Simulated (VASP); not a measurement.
Input of a VASP 6.6.1 run:

File INCAR:

```
SYSTEM = HfB2
PREC     = Accurate       ! precision mode
ENCUT    = 520            ! plane-wave cutoff, eV
EDIFF    = 1E-7           ! SCF threshold, eV
ISMEAR   = 1              ! smearing method
SIGMA    = 0.1            ! smearing width, eV
LREAL    = .False.        ! projectors in reciprocal space
LASPH    = .True.         ! aspherical terms in the spheres
NELM     = 60             ! most SCF steps
ALGO     = Normal         ! electronic algorithm
ISIF     = 2              ! what is computed and relaxed
LWAVE    = .False.        ! write WAVECAR
LCHARG   = .True.         ! write CHGCAR
GGA      = PE             ! functional
LVHAR    = .True.
```

Contents of KPOINTS:

```
regular mesh
0
Gamma
  16 16 12
  0 0 0
```

File POSCAR:

```
HfB2
1.0
    3.1300000000      0.0000000000      0.0000000000
   -1.5650000000      2.7106595100      0.0000000000
    0.0000000000      0.0000000000      3.4600000000
Hf B
1 2
Direct
    0.0000000000      0.0000000000      0.0000000000
    0.3333333300      0.6666666700      0.5000000000
    0.6666666700      0.3333333300      0.5000000000
```

Potentials or basis: VASP PAW PBE potentials, release 64 (Hf_pv, B).

Run with:

```sh
$ cat potpaw_PBE.64/Hf_pv/POTCAR potpaw_PBE.64/B/POTCAR > POTCAR
$ mpirun -np 1 vasp_std > vasp.out
```

(1) Predict the pressure.

(2) What does it give for the band gap on the k mesh?

Answers

(1) 4.1 GPa.

(2) none (metal or under the smearing width).
